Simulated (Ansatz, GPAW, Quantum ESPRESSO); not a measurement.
# One calculation of WC, 5 ways

```
W C
1.0
     0.00000    2.19268    2.19268
     2.19268    0.00000    2.19268
     2.19268    2.19268    0.00000
W C
1 1
Direct
  0.00000 0.00000 0.00000
  0.50000 0.50000 0.50000
```

The cell is a database's computed one, not the measured one.

Alike in all runs: task band structure; functional PBEsol; k mesh 10 × 10 × 10; occupations fermi-dirac, width 0.05 eV; no spin polarisation; no spin-orbit coupling. Pressure is positive in compression and, in plane waves, holds the error of the finite cutoff, which Ansatz's Pulay term estimates and takes out.

| program and potentials | plane-wave cutoff (eV) | notes | pressure (GPa) |
| --- | --- | --- | --- |
| Quantum ESPRESSO, PseudoDojo 0.4.1 SR PBEsol standard | 1116 | - | -9.88 |
| Ansatz, PAW datasets made for the crystal | 340 | - | -10.22 |
| Quantum ESPRESSO, GBRV 1.5 PBEsol | 762 | - | -9.46 |
| GPAW, PAW data sets generated for this functional | 800 | - | -10.76 |
| Ansatz, all-electron LAPW, scalar-relativistic | - | - | -10.21 |

The pressure spans -10.76 (GPAW, PAW data sets generated for this functional) to -9.46 GPa (Quantum ESPRESSO, GBRV 1.5 PBEsol), with all-electron results at -10.21. The cell lies far from this level's equilibrium.

The functional is the same throughout but for its coding, so the spread measures potentials, basis and numerics; runs on potential files found faulty are left out.
